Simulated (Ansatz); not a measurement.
# Zone-centre phonons of HgTe at -1 GPa: input and output

Method: DFT PBE, scalar-relativistic, plane waves, PAW in Ansatz 0.2.0.

Launched with:
```bash
ansatz run input.yaml --threads 1 --pin off --max-ram 3072MiB --backend cpu --events-out ev --progress --plain --runs-dir out
```

Input (bare energies are in eV):
```yaml
crystal:
  lattice:
    - [0.0, 3.3622663616, 3.3622663616]
    - [3.3622663616, 0.0, 3.3622663616]
    - [3.3622663616, 3.3622663616, 0.0]
  atoms:
    - { symbol: Hg, position: [0.0, 0.0, 0.0] }
    - { symbol: Te, position: [0.75, 0.75, 0.75] }
basis:
  ecutwfc: 420
kpoints:
  mp_grid: { grid: [12, 12, 12] }
hamiltonian:
  xc: pbe
scf:
  occupations: { method: fermi_dirac, width: 0.15 }
output:
  eigenvalues: true
phonons:
  method: dfpt
  eigenvectors: true
```

The end of the output:
```
--- Phonons (Γ-DFPT): 2 representative perturbations + reference, on 163 of 1728 k-points (Σ response iterations 6) ---
  k mesh reduced under 8 symmetry operations, with k and −k counted as one. Each operation leaves every solved displacement unchanged or reverses it
  ASR residual: 4.592e-5 → 0.000e0 eV/Å²; symmetrization residual: 4.790e-5 eV/Å²
  ASR residual per site (eV/Å²): 4.59e-5 3.67e-5
  Γ frequencies (cm⁻¹): 0.00 0.00 0.00 88.62 88.62 88.62
  non-analytic LO–TO correction: not included (Born effective charges unavailable; polar crystals: no LO–TO splitting at Γ)
```

Time: 97 s on 1 thread of Arm Neoverse V1, on a shared host, peak memory 0.96 GiB.

Without a gap, frequencies and elastic constants depend on the k mesh and the smearing, soft modes and shear constants most. Spin–orbit coupling is left out, which can shift energies with elements as heavy as these.

The bands only touch here, so at this level the crystal is a zero-gap semiconductor or semimetal, not an ordinary metal; spin–orbit coupling, left out, moves these levels but leaves zinc-blende mercury chalcogenides without a gap.